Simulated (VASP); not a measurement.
A calculation with VASP 6.6.1 of Nd (ASE script, structure typed inline):

Contents of run.py:

```python
from ase import Atoms
from ase.calculators.vasp import Vasp
from ase.dft.bandgap import bandgap

atoms = Atoms(
    ['Nd'],
    cell=[[-2.0754700287, 2.0754700287, 2.0754700287], [2.0754700287, -2.0754700287, 2.0754700287], [2.0754700287, 2.0754700287, -2.0754700287]],
    scaled_positions=[[0.0, 0.0, 0.0]],
    pbc=True,
)
atoms.set_initial_magnetic_moments([3.0])
calc = Vasp(
    directory='calc',
    xc='rpbe',
    pp='PBE',
    setups='materialsproject',
    prec='Accurate',
    encut=520,
    ediff=1e-07,
    ismear=0,
    sigma=0.1,
    lreal=False,
    lasph=True,
    nelm=150,
    algo='Fast',
    isif=2,
    lwave=False,
    lcharg=False,
    ispin=2,
    lorbit=11,
    lmaxmix=6,
    kpts=[9, 9, 9],
    gamma=True,
)
atoms.calc = calc

print('energy (eV):', atoms.get_potential_energy())
print('free energy (eV):', atoms.get_potential_energy(force_consistent=True))
print('forces (eV/A):')
print(atoms.get_forces())
print('stress (eV/A^3, Voigt):', atoms.get_stress())
print('Fermi level (eV):', calc.get_fermi_level())
print('moment (muB):', atoms.get_magnetic_moment())
print('site moments (muB):', atoms.get_magnetic_moments())
gap, top, bottom = bandgap(calc)
print('band gap (eV):', gap, 'from (spin, k, band)', top, 'to', bottom)
```

Potentials or basis: VASP PAW PBE potentials, release 64 (Nd_3), 4f in core.

Launch:

```console
$ python run.py
```

This isn't the form of Nd at room conditions, which is double hcp.

Problem. Write the same calculation in another form: native input, structure from a POSCAR.

Solution. As run:

Contents of INCAR:

```
SYSTEM = Nd
PREC = Accurate
ENCUT = 520
EDIFF = 1E-6
ISMEAR = 0
SIGMA = 0.1
LREAL = .False.
LASPH = .True.
NELM = 120
ALGO = Normal
ISIF = 2
LWAVE = .False.
LCHARG = .False.
ISPIN = 2
MAGMOM = 3
LORBIT = 11
LMAXMIX = 6
GGA = RP
NBANDS = 16
```

Contents of KPOINTS:

```
Automatic mesh
0
Gamma
  9 9 9
  0 0 0
```

The input POSCAR:

```
Nd
1.0
   -2.0754700287      2.0754700287      2.0754700287
    2.0754700287     -2.0754700287      2.0754700287
    2.0754700287      2.0754700287     -2.0754700287
Nd
1
Direct
    0.0000000000      0.0000000000      0.0000000000
```

Potentials or basis: VASP PAW PBE potentials, release 64 (Nd_3), 4f in core.

Command:

```bash
$ cat potpaw_PBE.64/Nd_3/POTCAR > POTCAR
$ mpirun -np 1 vasp_std > vasp.out
```

Both were run:

|  | ASE script, structure typed inline | native input, structure from a POSCAR |
| --- | --- | --- |
| Pressure | 1.3 GPa | 1.3 GPa |
| Band gap on the k mesh | none (metal or under the smearing width) | none (metal or under the smearing width) |
| Net moment | 0.35 μB per cell | 0.35 μB per cell |
| Site moments | Nd +0.17 μB | Nd +0.17 μB |
| Valence electrons inside the program's atomic spheres | Nd 8.88 | Nd 8.88 |

Keys that steer only the numerical path or the files written may differ.

Caveat: the magnetic or orbital state may not be the lowest; the PAW data sets were made with another functional, which shifts forces and pressure a little; spin-orbit coupling is left out, which moves the levels of the heavy elements; the 4f electrons are frozen in the core as for a trivalent ion, so they carry no moment and show no levels.
